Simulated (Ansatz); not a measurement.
**Na: how the settings move a single-point run**

Aim: see which settings change the result for Na, by how much, and at what cost.

Computed with Ansatz 0.2.0 (reference: DFT, r2SCAN, PAW with Ansatz's default frozen-core files, scalar-relativistic, unless a step's input says otherwise).

1 further run of the same task is left out (it didn't finish). Runs told in other sessions of the task aren't counted.

**1. The system as given**

The structure is cubic, space group Im-3m (No. 229). The conventional cell has a = 4.178 Å, b = 4.178 Å, c = 4.178 Å, α = 90.00°, β = 90.00°, γ = 90.00°. Na (site symmetry m-3m) has 8 Na at 3.62 Å in its first shell of neighbours.

As a file:

```
CELL_PARAMETERS angstrom
-2.08888 2.08888 2.08888
2.08888 -2.08888 2.08888
2.08888 2.08888 -2.08888
ATOMIC_POSITIONS crystal
Na 0.00000 0.00000 0.00000
```

**2. Reference**

input.yaml

```yaml
crystal:
  lattice:
    - [-2.088881627, 2.088881627, 2.088881627]
    - [2.088881627, -2.088881627, 2.088881627]
    - [2.088881627, 2.088881627, -2.088881627]
  atoms:
    - { symbol: Na, position: [0.0, 0.0, 0.0] }
kpoints:
  mp_grid: { grid: [11, 11, 11] }
scf:
  occupations: { method: fermi_dirac, width: 0.03 }
hamiltonian:
  xc: r2scan
  pseudopotentials: { kind: paw }
output:
  forces: true
  stress: true
  eigenvalues: true
  efg: { contact_densities: true }
```

Command:

```bash
$ ansatz run input.yaml --threads 1 --pin off --max-ram 2048MiB --backend cpu --events-out ev --progress --plain --runs-dir out
```

**3. Changed: dispersion d4, ecutwfc 600 eV**

input.yaml, as its differences from that of step 2:

```diff
@@ -14,2 +14,3 @@
   pseudopotentials: { kind: paw }
+  dispersion: d4
 output:
@@ -19 +20,3 @@
   efg: { contact_densities: true }
+basis:
+  ecutwfc: "600 eV"
```

What does the calculation give? Wanted: for each run, ending; energy change; pressure; gap; force.

**Answer**, as computed:

```tsv
run	ending	energy change	pressure (GPa)	gap (eV)	force (eV/Å)	cycles	time
reference	converged	0	0.3	0.00	0.00	6	3.7 s
1: dispersion d4, ecutwfc 600 eV	converged	-4.9 meV/atom (dispersion and other settings together)	0.2	0.00	0.00	6	4 s
```

Residual by cycle in the longest SCF loop of each run; runs are numbered as in the table. The quantity is the density residual dr2, in eV.

```tsv
cycle	reference	run 1
1	0.00861	0.00858
2	4.0e-4	4.0e-4
3	3.0e-5	3.0e-5
4	4.1e-8	3.7e-8
5	2.7e-10	2.6e-10
6	2.2e-12	1.3e-12
```

**Reading.** The energy moves by -4.9 meV/atom, nearly all of it the dispersion term itself (-4.6 meV/atom); that offset belongs to the model and is no gain or loss of stability.
